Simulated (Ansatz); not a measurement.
Band edges of SrO (Fm-3m)

```
CELL_PARAMETERS angstrom
0.00000 2.56144 2.56144
2.56144 0.00000 2.56144
2.56144 2.56144 0.00000
ATOMIC_POSITIONS crystal
Sr 0.50000 0.50000 0.50000
O 0.00000 0.00000 0.00000
```

Level of theory, where no other is named: PBEsol, all-electron LAPW in Ansatz 0.2.0, scalar-relativistic. k mesh 8×8×8, fixed occupations, basis error target 1 meV/atom. The cell was relaxed by PAW under this functional.

Extrema are searched on a 14×14×14 mesh and refined by Newton steps; masses come from band slopes 0.005 Å⁻¹ away, 1/m* = (1/ħ²) d²E/dk², negative for holes (the finite step makes the lightest masses up to about 3 % heavy). k is in units of the reciprocal vectors.

Where are the band edges, and is the gap direct?

The valence maximum lies at Gamma (0.000, 0.000, 0.000) and the conduction minimum at X (0.000, -0.500, -0.500), so the Kohn-Sham gap of 3.195 eV is indirect; the least direct gap on the mesh is 3.263 eV. A further conduction extremum at Gamma (0.000, 0.000, 0.000) lies 0.736 eV from the edge (1 equivalent point). A further valence extremum at X (0.000, -0.500, -0.500) lies 0.068 eV from the edge (3 equivalent points).

What are the electron masses at the edge?

The principal masses are 0.389, 0.389, 1.21 mₑ. One valley has a density-of-states mass (m₁m₂m₃)^(1/3) = 0.567; 3 valleys give N^(2/3) times that, 1.18; the direction-averaged conductivity mass 3/Σ(1/mᵢ) is 0.502 mₑ.

Several bands lie at or near the hole edge, or its surface isn't an ellipsoid. What are the masses by direction?

```json
{"direction": "100", "branch from the edge": "1", "its level at the point (eV from the edge)": "0.000", "m*/mₑ": "-4.14"}
{"direction": "100", "branch from the edge": "2", "its level at the point (eV from the edge)": "0.000", "m*/mₑ": "-4.14"}
{"direction": "100", "branch from the edge": "3", "its level at the point (eV from the edge)": "0.000", "m*/mₑ": "-0.311"}
{"direction": "110", "branch from the edge": "1", "its level at the point (eV from the edge)": "0.000", "m*/mₑ": "-4.14"}
{"direction": "110", "branch from the edge": "2", "its level at the point (eV from the edge)": "0.000", "m*/mₑ": "-0.915"}
{"direction": "110", "branch from the edge": "3", "its level at the point (eV from the edge)": "0.000", "m*/mₑ": "-0.423"}
{"direction": "111", "branch from the edge": "1", "its level at the point (eV from the edge)": "0.000", "m*/mₑ": "-1.24"}
{"direction": "111", "branch from the edge": "2", "its level at the point (eV from the edge)": "0.000", "m*/mₑ": "-1.24"}
{"direction": "111", "branch from the edge": "3", "its level at the point (eV from the edge)": "0.000", "m*/mₑ": "-0.48"}
{"direction": "11-2", "branch from the edge": "1", "its level at the point (eV from the edge)": "0.000", "m*/mₑ": "-1.9"}
{"direction": "11-2", "branch from the edge": "2", "its level at the point (eV from the edge)": "0.000", "m*/mₑ": "-1.4"}
{"direction": "11-2", "branch from the edge": "3", "its level at the point (eV from the edge)": "0.000", "m*/mₑ": "-0.406"}
```

Along the Cartesian direction 011 the conduction slope is 0.09796 eV·Å one step out. What is it four steps out, and what does that say?

0.3914 eV·Å, 3.995 times the first; a parabola would give 4, so the band is nearly parabolic here.

What electronic dielectric constant and refractive index follow from the same bands (independent particles)?

ε∞ = (4.04, 4.04, 4.04), so n ≈ √ε∞ = 2.01 (mean over directions) well under the gap and the normal reflectivity is ((n − 1)/(n + 1))² = 0.113. Local fields, left out here, lower ε∞ by several per cent.

What gap does PAW give in the same cell?

3.196 eV, 1 meV from the LAPW value.

Keep in mind: no spin-orbit coupling on heavy atoms; semilocal gaps are low, and what follows the gap (onsets, screening, light masses) shifts with it; without spin-orbit coupling, bands that meet at the valence top are not the light and heavy holes of experiment; the frozen-core PAW files of the compared runs were fitted under PBE, their cores solved anew for this functional.
